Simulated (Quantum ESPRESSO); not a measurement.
# Optical response of KCl (Sylvite), part 2 of 3

Aim: the dielectric function of KCl (Sylvite), and the optical constants that follow from it.

Quantum ESPRESSO 7.5; DFT, PBE, plane waves with norm-conserving potentials (PseudoDojo), scalar-relativistic, independent-particle optical response without local fields and without the non-local commutator.

So far. Step 2 (Ground state): There is a gap, 5.19 eV on this mesh (points off the mesh can give less), so no carriers' term is needed.

## 3. Ground state with the final occupations

Level of this step: DFT, PBE, plane waves with norm-conserving potentials (PseudoDojo), scalar-relativistic, ground state (Quantum ESPRESSO).

With the gap or the metal settled, the ground state is repeated with the fitting occupations, and the later steps take its density.

scf.in

```
&control
  calculation = 'scf'
  prefix = 'x'
  outdir = './tmp'
  pseudo_dir = './'
  verbosity = 'high'
/
&system
  ibrav = 0
  nat = 2
  ntyp = 2
  ecutwfc = 70
  occupations = 'fixed'
/
&electrons
  conv_thr = 1e-09
  electron_maxstep = 100
/
ATOMIC_SPECIES
  K 1.0 K.upf
  Cl 1.0 Cl.upf
CELL_PARAMETERS angstrom
  0.000000000000 3.146470000000 3.146470000000
  3.146470000000 0.000000000000 3.146470000000
  3.146470000000 3.146470000000 0.000000000000
ATOMIC_POSITIONS crystal
  K 0.000000000000 0.000000000000 0.000000000000
  Cl 0.500000000000 0.500000000000 0.500000000000
K_POINTS automatic
  6 6 6 0 0 0
```

The run is started by

```sh
$ mpirun -n 4 pw.x -nk 4 -in scf.in
```

Log:

```text
[banner, memory and clock lines left out]

     using ibrav=0 with symmetry is DISCOURAGED, use correct ibrav instead

     G-vector sticks info

     bravais-lattice index     =            0
     lattice parameter (alat)  =       8.4089  a.u.
     unit-cell volume          =     420.4336 (a.u.)^3
     number of atoms/cell      =            2
     number of atomic types    =            2
     number of electrons       =        16.00
     number of Kohn-Sham states=            8
     kinetic-energy cutoff     =      70.0000  Ry
     charge density cutoff     =     280.0000  Ry
     scf convergence threshold =      1.0E-09
     mixing beta               =       0.7000
     number of iterations used =            8  plain     mixing
     Exchange-correlation= PBE
                           (   1   4   3   4   0   0   0)

     celldm(1)=   8.408867  celldm(2)=   0.000000  celldm(3)=   0.000000
     celldm(4)=   0.000000  celldm(5)=   0.000000  celldm(6)=   0.000000

     crystal axes: (cart. coord. in units of alat)
               a(1) = (   0.000000   0.707107   0.707107 )
               a(2) = (   0.707107   0.000000   0.707107 )
               a(3) = (   0.707107   0.707107   0.000000 )

     reciprocal axes: (cart. coord. in units 2 pi/alat)
               b(1) = ( -0.707107  0.707107  0.707107 )
               b(2) = (  0.707107 -0.707107  0.707107 )
               b(3) = (  0.707107  0.707107 -0.707107 )

     ./K.upf
     Pseudo is Norm-conserving + core correction, Zval =  9.0
     Generated using ONCVPSP code by D. R. Hamann
     Using radial grid of 2222 points,  6 beta functions with:
                l(1) =   0
                l(2) =   0
                l(3) =   1
                l(4) =   1
                l(5) =   2
                l(6) =   2

     ./Cl.upf
     Pseudo is Norm-conserving + core correction, Zval =  7.0
     Generated using ONCVPSP code by D. R. Hamann
     Using radial grid of 1028 points,  6 beta functions with:
                l(1) =   0
                l(2) =   0
                l(3) =   1
                l(4) =   1
                l(5) =   2
                l(6) =   2

     atomic species   valence    mass     pseudopotential
     K                 9.00     1.00000     K ( 1.00)
     Cl                7.00     1.00000     Cl( 1.00)

     48 Sym. Ops., with inversion, found

                                    s                        frac. trans.

     [... symmetry matrices left out ...]
   Cartesian axes

     site n.     atom                  positions (alat units)
         1        K      tau(   1) = (   0.0000000   0.0000000   0.0000000  )
         2        Cl     tau(   2) = (   0.7071068   0.7071068   0.7071068  )

   Crystallographic axes

     site n.     atom                  positions (cryst. coord.)
         1        K      tau(   1) = (  0.0000000  0.0000000  0.0000000  )
         2        Cl     tau(   2) = (  0.5000000  0.5000000  0.5000000  )

     number of k points=    16
                       cart. coord. in units 2pi/alat
        k(    1) = (   0.0000000   0.0000000   0.0000000), wk =   0.0092593
        k(    2) = (   0.1178511   0.1178511  -0.1178511), wk =   0.0740741
        k(    3) = (   0.2357023   0.2357023  -0.2357023), wk =   0.0740741
        k(    4) = (  -0.3535534  -0.3535534   0.3535534), wk =   0.0370370
        k(    5) = (   0.2357023   0.0000000  -0.0000000), wk =   0.0555556
        k(    6) = (   0.3535534   0.1178511  -0.1178511), wk =   0.2222222
        k(    7) = (  -0.2357023  -0.4714045   0.4714045), wk =   0.2222222
        k(    8) = (  -0.1178511  -0.3535534   0.3535534), wk =   0.2222222
        k(    9) = (   0.0000000  -0.2357023   0.2357023), wk =   0.1111111
        k(   10) = (   0.4714045   0.0000000  -0.0000000), wk =   0.0555556
        k(   11) = (  -0.1178511  -0.5892557   0.5892557), wk =   0.2222222
        k(   12) = (  -0.0000000  -0.4714045   0.4714045), wk =   0.1111111
        k(   13) = (  -0.7071068   0.0000000   0.0000000), wk =   0.0277778
        k(   14) = (  -0.2357023  -0.4714045   0.7071068), wk =   0.2222222
        k(   15) = (  -0.1178511  -0.3535534   0.5892557), wk =   0.2222222
        k(   16) = (  -0.7071068   0.2357023   0.0000000), wk =   0.1111111

                       cryst. coord.
[...]
k(    9) = (  -0.0000000   0.1666667  -0.1666667), wk =   0.1111111
        k(   10) = (  -0.0000000   0.3333333   0.3333333), wk =   0.0555556
        k(   11) = (   0.0000000   0.3333333  -0.5000000), wk =   0.2222222
        k(   12) = (   0.0000000   0.3333333  -0.3333333), wk =   0.1111111
        k(   13) = (   0.0000000  -0.5000000  -0.5000000), wk =   0.0277778
        k(   14) = (   0.1666667   0.3333333  -0.5000000), wk =   0.2222222
        k(   15) = (   0.1666667   0.3333333  -0.3333333), wk =   0.2222222
        k(   16) = (   0.1666667  -0.5000000  -0.3333333), wk =   0.1111111

     Dense  grid:    33319 G-vectors     FFT dimensions: (  45,  45,  45)

     Initial potential from superposition of free atoms

     starting charge      15.9808, renormalised to      16.0000
     Starting wfcs are    9 randomized atomic wfcs

     Self-consistent Calculation

     iteration #  1     ecut=    70.00 Ry     beta= 0.70
     Davidson diagonalization with overlap

            55 MiB given to the printing process from OS
            24 MiB allocation reported by mallinfo(arena+hblkhd)
------------------
     ethr =  1.00E-02,  avg # of iterations =  1.0

     Threshold (ethr) on eigenvalues was too large:
     Diagonalizing with lowered threshold

     Davidson diagonalization with overlap

            57 MiB given to the printing process from OS
            28 MiB allocation reported by mallinfo(arena+hblkhd)
------------------
     ethr =  5.54E-04,  avg # of iterations =  1.8

     total energy              =     -93.16636461 Ry
     estimated scf accuracy    <       0.07746263 Ry

     iteration #  2     ecut=    70.00 Ry     beta= 0.70
     Davidson diagonalization with overlap

            66 MiB given to the printing process from OS
            38 MiB allocation reported by mallinfo(arena+hblkhd)
------------------
     ethr =  4.84E-04,  avg # of iterations =  2.4

     total energy              =     -93.19188568 Ry
     estimated scf accuracy    <       0.02337295 Ry

     iteration #  3     ecut=    70.00 Ry     beta= 0.70
     Davidson diagonalization with overlap

            68 MiB given to the printing process from OS
            39 MiB allocation reported by mallinfo(arena+hblkhd)
------------------
     ethr =  1.46E-04,  avg # of iterations =  2.0

     total energy              =     -93.19659543 Ry
     estimated scf accuracy    <       0.00038274 Ry

     iteration #  4     ecut=    70.00 Ry     beta= 0.70
     Davidson diagonalization with overlap

            69 MiB given to the printing process from OS
            40 MiB allocation reported by mallinfo(arena+hblkhd)
------------------
     ethr =  2.39E-06,  avg # of iterations =  4.5

     total energy              =     -93.19684462 Ry
     estimated scf accuracy    <       0.00007708 Ry

     iteration #  5     ecut=    70.00 Ry     beta= 0.70
     Davidson diagonalization with overlap

            69 MiB given to the printing process from OS
            41 MiB allocation reported by mallinfo(arena+hblkhd)
------------------
     ethr =  4.82E-07,  avg # of iterations =  2.6

     total energy              =     -93.19686458 Ry
     estimated scf accuracy    <       0.00000064 Ry

     iteration #  6     ecut=    70.00 Ry     beta= 0.70
     Davidson diagonalization with overlap

            71 MiB given to the printing process from OS
            42 MiB allocation reported by mallinfo(arena+hblkhd)
------------------
     ethr =  4.00E-09,  avg # of iterations =  5.9

     total energy              =     -93.19686609 Ry
     estimated scf accuracy    <       0.00000167 Ry

     iteration #  7     ecut=    70.00 Ry     beta= 0.70
     Davidson diagonalization with overlap

            72 MiB given to the printing process from OS
            43 MiB allocation reported by mallinfo(arena+hblkhd)
------------------
     ethr =  4.00E-09,  avg # of iterations =  2.0

     total energy              =     -93.19686614 Ry
     estimated scf accuracy    <       0.00000020 Ry

     iteration #  8     ecut=    70.00 Ry     beta= 0.70
     Davidson diagonalization with overlap

            72 MiB given to the printing process from OS
            44 MiB allocation reported by mallinfo(arena+hblkhd)
------------------
     ethr =  1.23E-09,  avg # of iterations =  2.1

     End of self-consistent calculation

          k = 0.0000 0.0000 0.0000 (  4111 PWs)   bands (ev):

   -26.2909 -11.2135  -9.7513  -9.7513  -9.7513   0.9043   0.9043   0.9043

     occupation numbers
     1.0000   1.0000   1.0000   1.0000   1.0000   1.0000   1.0000   1.0000

          k = 0.1179 0.1179-0.1179 (  4155 PWs)   bands (ev):

   -26.2883 -11.2649  -9.7536  -9.7536  -9.6866   0.5910   0.8187   0.8187

     occupation numbers
     1.0000   1.0000   1.0000   1.0000   1.0000   1.0000   1.0000   1.0000

          k = 0.2357 0.2357-0.2357 (  4164 PWs)   bands (ev):

   -26.2830 -11.3569  -9.7582  -9.7582  -9.5673   0.0751   0.6565   0.6565

     occupation numbers
     1.0000   1.0000   1.0000   1.0000   1.0000   1.0000   1.0000   1.0000

          k =-0.3536-0.3536 0.3536 (  4164 PWs)   bands (ev):

   -26.2803 -11.3989  -9.7605  -9.7605  -9.5114  -0.1475   0.5794   0.5794

     occupation numbers
     1.0000   1.0000   1.0000   1.0000   1.0000   1.0000   1.0000   1.0000

          k = 0.2357 0.0000-0.0000 (  4148 PWs)   bands (ev):

   -26.2874 -11.2595  -9.7650  -9.7650  -9.6784   0.4949   0.8347   0.8347

     occupation numbers
     1.0000   1.0000   1.0000   1.0000   1.0000   1.0000   1.0000   1.0000

          k = 0.3536 0.1179-0.1179 (  4145 PWs)   bands (ev):

   -26.2831 -11.2976  -9.7743  -9.7721  -9.6344   0.2014   0.6776   0.7249

     occupation numbers
     1.0000   1.0000   1.0000   1.0000   1.0000   1.0000   1.0000   1.0000

     [... further k points left out ...]

     highest occupied level (ev):     0.9043

!    total energy              =     -93.19686620 Ry
     estimated scf accuracy    <          4.9E-10 Ry

     The total energy is the sum of the following terms:
     one-electron contribution =     -29.53919445 Ry
     hartree contribution      =      19.88449741 Ry
     xc contribution           =     -21.87528911 Ry
     ewald contribution        =     -61.66688004 Ry

     convergence has been achieved in   8 iterations

     XML data file, charge density, pseudopotentials, collected wavefunctions

                                        0.00s GPU  (     133 calls)
```

Elapsed: 3 s, on 4 MPI ranks of Arm Neoverse V2, shared host; peak memory 0.07 GiB.

## 4. Bands on the whole mesh, 10×10×10

At the fixed density, many empty bands are solved on the mesh of the response, since the spectrum sums over them.

This step: DFT, PBE, plane waves with norm-conserving potentials (PseudoDojo), scalar-relativistic, bands at fixed density (Quantum ESPRESSO 7.5).

nscf.in, as its differences from scf.in of step 3:

```diff
@@ -1,3 +1,3 @@
 &control
-  calculation = 'scf'
+  calculation = 'nscf'
   prefix = 'x'
@@ -5,3 +5,2 @@
   pseudo_dir = './'
-  verbosity = 'high'
 /
@@ -13,2 +12,5 @@
   occupations = 'fixed'
+  nbnd = 33
+  nosym = .true.
+  noinv = .true.
 /
@@ -17,2 +19,3 @@
   electron_maxstep = 100
+  diago_full_acc = .true.
 /
@@ -29,2 +32,2 @@
 K_POINTS automatic
-  6 6 6 0 0 0
+  10 10 10 0 0 0
```

The run is started by

```sh
$ mpirun -n 4 pw.x -nk 4 -in nscf.in
```

Log:

```text
[banner, memory and clock lines left out]

     Atomic positions and unit cell read from directory:

     G-vector sticks info

     bravais-lattice index     =            0
     lattice parameter (alat)  =       8.4089  a.u.
     unit-cell volume          =     420.4336 (a.u.)^3
     number of atoms/cell      =            2
     number of atomic types    =            2
     number of electrons       =        16.00
     number of Kohn-Sham states=           33
     kinetic-energy cutoff     =      70.0000  Ry
     charge density cutoff     =     280.0000  Ry
     Exchange-correlation= PBE
                           (   1   4   3   4   0   0   0)

     celldm(1)=   8.408867  celldm(2)=   0.000000  celldm(3)=   0.000000
     celldm(4)=   0.000000  celldm(5)=   0.000000  celldm(6)=   0.000000

     crystal axes: (cart. coord. in units of alat)
               a(1) = (   0.000000   0.707107   0.707107 )
               a(2) = (   0.707107   0.000000   0.707107 )
               a(3) = (   0.707107   0.707107   0.000000 )

     reciprocal axes: (cart. coord. in units 2 pi/alat)
               b(1) = ( -0.707107  0.707107  0.707107 )
               b(2) = (  0.707107 -0.707107  0.707107 )
               b(3) = (  0.707107  0.707107 -0.707107 )

     ./K.upf
     Pseudo is Norm-conserving + core correction, Zval =  9.0
     Generated using ONCVPSP code by D. R. Hamann
     Using radial grid of 2222 points,  6 beta functions with:
                l(1) =   0
                l(2) =   0
                l(3) =   1
                l(4) =   1
                l(5) =   2
                l(6) =   2

     ./Cl.upf
     Pseudo is Norm-conserving + core correction, Zval =  7.0
     Generated using ONCVPSP code by D. R. Hamann
     Using radial grid of 1028 points,  6 beta functions with:
                l(1) =   0
                l(2) =   0
                l(3) =   1
                l(4) =   1
                l(5) =   2
                l(6) =   2

     atomic species   valence    mass     pseudopotential
     K                 9.00     1.00000     K ( 1.00)
     Cl                7.00     1.00000     Cl( 1.00)

     No symmetry found

   Cartesian axes

     site n.     atom                  positions (alat units)
         1        K      tau(   1) = (   0.0000000   0.0000000   0.0000000  )
         2        Cl     tau(   2) = (   0.7071068   0.7071068   0.7071068  )

     number of k points=  1000

     Number of k-points >= 100: set verbosity='high' to print them.

     Dense  grid:    33319 G-vectors     FFT dimensions: (  45,  45,  45)

     The potential is recalculated from file :

     Starting wfcs are    9 randomized atomic wfcs +   24 random wfcs

     Band Structure Calculation
     Davidson diagonalization with overlap

     ethr =  6.25E-12,  avg # of iterations = 44.8

     End of band structure calculation

     Number of k-points >= 100: set verbosity='high' to print the bands.

     highest occupied, lowest unoccupied level (ev):     0.9045    6.0941

     XML data file, pseudopotentials, collected wavefunctions

                                        0.00s GPU  (   11752 calls)

[... left out ...]
ulation
     Davidson diagonalization with overlap

     ethr =  6.25E-12,  avg # of iterations = 44.8

     End of band structure calculation

     Number of k-points >= 100: set verbosity='high' to print the bands.

     highest occupied, lowest unoccupied level (ev):     0.9045    6.0941

     XML data file, pseudopotentials, collected wavefunctions

                                        0.00s GPU  (   11752 calls)
```

Wall time 8 min (4 MPI ranks); peak memory 0.06 GiB.

(Continued in part 3 of 3.)

[Machine, clock, banner and «Message from routine» lines are left out of the logs.]

[Logs are printed without paths, hosts, clocks, repeated set-up lines and the standing remarks that a program may print on its own settings, such as how far it seeks lower states.]

[Hosts, paths, dates, database ids (printed as entryN), source tags and the programs' standing remarks are cut or masked in the printed files.]
